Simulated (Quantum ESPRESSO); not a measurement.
Runs of Quantum ESPRESSO 7.5 on CsPbCl3. It takes space group Pm-3m (No. 221, cubic). The conventional cell has a = 5.605 Å, b = 5.605 Å, c = 5.605 Å, α = 90.00°, β = 90.00°, γ = 90.00°. Pb (site symmetry m-3m) is surrounded by 6 Cl at 2.80 Å. Cs (site symmetry m-3m) has 12 Cl at 3.96 Å as nearest neighbours. Cl (site symmetry 4/mmm) is surrounded by 2 Pb at 2.80 Å. 

| task | level | potentials or basis | cell | k mesh | cutoff (eV) | SCF threshold | symmetry | pressure (GPa) |
| --- | --- | --- | --- | --- | --- | --- | --- | --- |
| phonons | PBE | SPMS 1.0 PBE | relaxed | 4 × 4 × 4, shifted | 707 | 1e-09 Ry | - | 0.0 |
| band structure | r2SCAN | SG15 PBE 1.2 | as given | 5 × 5 × 5 | 789 | 1e-08 Ry | off | 0.5 |
| phonons | PBEsol | GBRV 1.5 PBEsol | relaxed | 4 × 4 × 4, shifted | 612 | 1e-09 Ry | - | 0.0 |
| band structure | PBE | SSSP 1.3 efficiency PBE | as given | 5 × 5 × 5 | 748 | 1e-09 Ry | - | (a) |

Alike in all rows: no spin polarisation; smearing fermi-dirac 0.05 eV.

**Question.** Estimate the missing entries.

**Answer.** (a) 1.7.

Caveats: the potentials were made for another functional, which shifts forces and pressure (some runs); this potential file gives levels or pressures that part from those of other sets (some runs); some modes are imaginary (some runs).

Not every run made on this cell is shown here.
